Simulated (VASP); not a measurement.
Set up this calculation in VASP 6.6.1, as the native input.

* Task: single point
* Functional: PBE
* Potentials or basis: VASP PAW PBE potentials, release 64 (Sn_d, O)
* Cutoff: 520 eV
* k mesh: 6 × 6 × 6
* Occupations: gaussian, width 0.01 eV
* Spin: no spin polarisation
* Dipole correction: no
* Further INCAR settings: ALGO = Normal; EDIFF = 1e-06; NBANDS = 17

The structure of SnO lies in POSCAR:

```
SnO
1.0
    3.1034067823      0.0000000000      0.0000000000
    0.0000000000      3.1034067823      0.0000000000
    0.0000000000      0.0000000000      3.1034067823
Sn O
1 1
Direct
    0.0000000000      0.0000000000      0.0000000000
    0.5000000000      0.5000000000      0.5000000000
```

The cell was built by a generator and needn't be a form met in nature.

The input as run:

INCAR

```
SYSTEM = SnO
ALGO = Normal
EDIFF = 1E-6
ENCUT = 520
GGA = PE
ISIF = 2
ISMEAR = 0
LASPH = .True.
LCHARG = .True.
LELF = .True.
LREAL = .False.
LVHAR = .True.
LWAVE = .False.
NBANDS = 17
NELM = 80
PREC = Accurate
SIGMA = 0.01
```

KPOINTS

```
k-points
0
Gamma
  6 6 6
  0 0 0
```

Potentials or basis: VASP PAW PBE potentials, release 64 (Sn_d, O).

The run is started by

```sh
$ cat potpaw_PBE.64/Sn_d/POTCAR potpaw_PBE.64/O/POTCAR > POTCAR
$ mpirun -np 1 vasp_std > vasp.out
```

Results of the run:

- Pressure: 3.2 GPa
- Band gap on the k mesh: 0.20 eV, indirect (least direct gap 0.88 eV)

Caveat: spin-orbit coupling is left out, which moves the levels of the heavy elements.

Run time: 3.6 s on 1 thread of Intel(R) Xeon(R) 6975P-C (Granite Rapids), on a shared host, peak memory 0.14 GiB.
